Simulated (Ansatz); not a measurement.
**Bi2Te2Se: relaxation of cell and atoms with PBEsol+D3(BJ)**

The system is Bi2Te2Se.

```
Bi Te Se
1.0
     2.16097    1.24764   10.58557
    -2.16097    1.24764   10.58557
     0.00000   -2.49527   10.58557
Bi Te Se
2 2 1
Direct
  0.39172 0.39172 0.39172
  0.60828 0.60828 0.60828
  0.78040 0.78040 0.78040
  0.21960 0.21960 0.21960
  0.00000 0.00000 0.00000
```

The cell is a database's computed one.

| Property | Result |
| --- | --- |
| Program | Ansatz 0.2.0 |
| Task | relaxation of cell and atoms |
| Functional | PBEsol |
| Dispersion | D3(BJ) |
| Potentials or basis | Ansatz PAW |
| Cutoff | 420 eV (not typed: the program's choice for these potentials) |
| k mesh | 7 × 7 × 7 |
| Occupations | fermi-dirac, width 0.05 eV |
| Spin | no spin polarisation |

```
Relaxed volume                         : 29.99 Å³/atom
Relaxed cell                           : a = 9.975 Å, b = 9.975 Å, c = 9.975 Å, α = 24.49°, β = 24.49°, γ = 24.49°
Space group after relaxing (to 0.05 Å) : R-3m (No. 166)
Energy gained by relaxing              : 57.2 meV/atom
Ionic steps                            : 8
Pressure after relaxing                : 0.0 GPa
Band gap on the k mesh                 : 0.09 eV, direct
```

The path:
```
step  energy change (eV)  largest force (eV/Å)  volume (Å³)
   1              0.0000                0.0599       171.24
   2             -0.2238                0.1891       150.28
   3             -0.2608                0.1250       146.21
   4             -0.2840                0.0580       151.86
   5             -0.2887                0.0334       149.73
   6             -0.2888                0.0350       149.92
   7             -0.2889                0.0001       149.97
   8             -0.2859                0.0003       149.97
```

Final structure:
```cif
data_structure
_symmetry_space_group_name_H-M 'P 1'
_symmetry_Int_Tables_number 1
_cell_length_a 9.9751
_cell_length_b 9.9751
_cell_length_c 9.9751
_cell_angle_alpha 24.491
_cell_angle_beta 24.491
_cell_angle_gamma 24.491
_cell_volume 149.97
loop_
_atom_site_label
_atom_site_type_symbol
_atom_site_fract_x
_atom_site_fract_y
_atom_site_fract_z
_atom_site_occupancy
Bi1 Bi 0.39546 0.39546 0.39546 1
Bi2 Bi 0.60454 0.60454 0.60454 1
Te1 Te 0.78989 0.78989 0.78989 1
Te2 Te 0.21011 0.21011 0.21011 1
Se1 Se 0.00000 0.00000 0.00000 1
```

Levels at points of the mesh, in eV from the valence-band top:
| k point | band 37 | band 38 | band 39 | band 40 | band 41 | band 42 |
| --- | --- | --- | --- | --- | --- | --- |
| (0.00, 0.00, 0.00) | -0.99 | -0.99 | 0.00 | 0.09 | 0.68 | 0.68 |

It took 2.9 min on 2 threads of Intel(R) Xeon(R) Processor @ 2.50GHz (Skylake/Cascade Lake), on a shared host, peak memory 0.68 GiB.

Caveat: odd divisions of the mesh miss points on the zone boundary, where band edges often lie, so the gap on the mesh can be too wide; the plane-wave basis is chosen anew once the cell has moved, so the energies of steps on either side of that aren't comparable; spin-orbit coupling is left out, which as a rule narrows the gap of such compounds by several tenths of an eV; the PAW data sets come from PBE, with cores solved anew for the run's functional, which leaves a small shift of forces and pressure. A k mesh can miss the band edges.
